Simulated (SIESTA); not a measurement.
The system is WC (Qusongite).

```xyz
2
Lattice="2.9065 0.0000 0.0000 -1.4532 2.5171 0.0000 0.0000 0.0000 2.8366" Properties=species:S:1:pos:R:3 pbc="T T T"
W     0.0000    0.0000    0.0000
C     1.4533    0.8390    1.4183
```

```yaml
Program: SIESTA 5.4.2
Task: single point
Functional: PBE
Potentials_or_basis: PseudoDojo 0.4 standard (PBE files)
Basis: DZP (energy shift 0.002 Ry)
Grid_cutoff: 800 Ry
Energy_shift: 0.002 Ry
k_mesh: 10 × 10 × 9
Occupations: fermi-dirac, width 0.05 eV
Spin: no spin polarisation
```

On this cell: pressure 11.3 GPa; largest force under 0.003 eV/Å; band gap on the k mesh none (metal or under the smearing width).

The same run follows on a disturbed copy (atoms moved at random, drawn with an rms of 0.05 Å):

```xyz
2
Lattice="2.9065 0.0000 0.0000 -1.4532 2.5171 0.0000 0.0000 0.0000 2.8366" Properties=species:S:1:pos:R:3 pbc="T T T"
W     0.0076    0.0168    0.0552
C     1.5104    0.8177    1.4749
```

**Question.** What does the disturbed cell give?

**Answer.** The energy (extrapolated to zero smearing) moves by +17.0 meV/atom; pressure 11.9 GPa; largest force 1.097 eV/Å; band gap on the k mesh none (metal or under the smearing width).

Forces in eV/Å, atoms in the order of the input:
```
W    0.878 -0.657  0.020
C   -0.877  0.658 -0.020
```

Stress tensor (GPa, compression positive):
```
13.52 -2.45  0.03
-2.45  9.87 -0.03
 0.03 -0.03 12.39
```

Caveats: semicore shells carry a single zeta, which can move pressures by several GPa and volumes by a few percent; the basis of atomic orbitals isn't converged, which shifts pressures, moduli and gaps.
